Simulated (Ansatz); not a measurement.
Two G0W0 runs on InGa5As5P (zincblende [001] superlattice).

The cell holds 12 atoms: 1 In, 1 P, 5 Ga and 5 As. Cell: a = 4.030 Å, b = 4.023 Å, c = 17.090 Å, α = 90.0°, β = 90.0°, γ = 90.0°. It derives from InP. Regions: InP, 2 atoms (1 In and 1 P); GaAs, 10 atoms (5 Ga and 5 As). The structure's axis is c.

```xyz
12
Lattice="4.0298 0.0000 0.0000 0.0000 4.0231 0.0000 0.0000 0.0000 17.0897" Properties=species:S:1:pos:R:3 pbc="T T T"
In    0.0000    0.0000    0.8769
P     2.0149    0.0000    2.4066
Ga    2.0149    2.0115    3.7008
As    0.0000    2.0115    5.1038
Ga    0.0000    0.0000    6.5082
As    2.0149    0.0000    7.9118
Ga    2.0149    2.0115    9.3186
As    0.0000    2.0115   10.7216
Ga    0.0000    0.0000   12.1291
As    2.0149    0.0000   13.5327
Ga    2.0149    2.0115   14.9426
As    0.0000    2.0115   16.3308
```

The structure was relaxed with PBEsol. The runs that relaxed it are not among those shown.

The first (Ansatz 0.2.0; start PBEsol, 4×4×2 mesh, 1155 empty bands, screening to 150 eV, PAW set soft_1 files; 1 × NVIDIA H100 80GB HBM3 (shared by 6 runs) with 3 threads of AMD EPYC 7R13 (Zen 3), shared host) gave, on its mesh: starting gap 0.33 eV, G0W0 gap 1.05 eV, RPA ε∞ (mean) 96.02, 3.6 min.

The second changes empty bands from 1155 to 292 and screening cutoff (eV) from 150.0 to 60. What does it give?

It gave: starting gap 0.33 eV, G0W0 gap 1.08 eV, RPA ε∞ (mean) 95.88, 62 s. The G0W0 gap moves by +0.04 eV, +0.00 eV from the start and +0.04 eV from the correction. Σc changes by +0.39 eV at the valence top and +0.43 eV at the conduction bottom, and Σx − Vxc between them by +0.00 eV.

Limits: not at the basis limit; screening runs away on this mesh; no spin-orbit coupling; coarse k mesh.

[Paths, hosts, dates, memory and timing lines, banners, echoed tables and standing remarks are left out of the program output.]

[Logs are printed without paths, hosts, clocks, repeated set-up lines and the standing remarks that a program may print on its own settings, such as how far it seeks lower states.]

[Runs of the session that timed out or met a known fault of the program may be left out.]

[Cells called generated may have been cut or substituted from an entry of the Crystallography Open Database or the Materials Project.]

[Hosts, paths, dates, database ids (printed as entryN), source tags and the programs' standing remarks are cut or masked in the printed files.]
